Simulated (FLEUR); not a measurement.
# InP (F-43m) in FLEUR: notebook, part 2 of 2

FLEUR MaX-R8.1 (later development tree).

## 8. Comparison with measurements

Step 7. A measured bulk modulus of InP is 71 GPa (a printed reference work, data compilation); the calculated 68 GPa misses it by -3.6 %. The fit is for a static lattice scaled at fixed shape and fixed fractional positions.
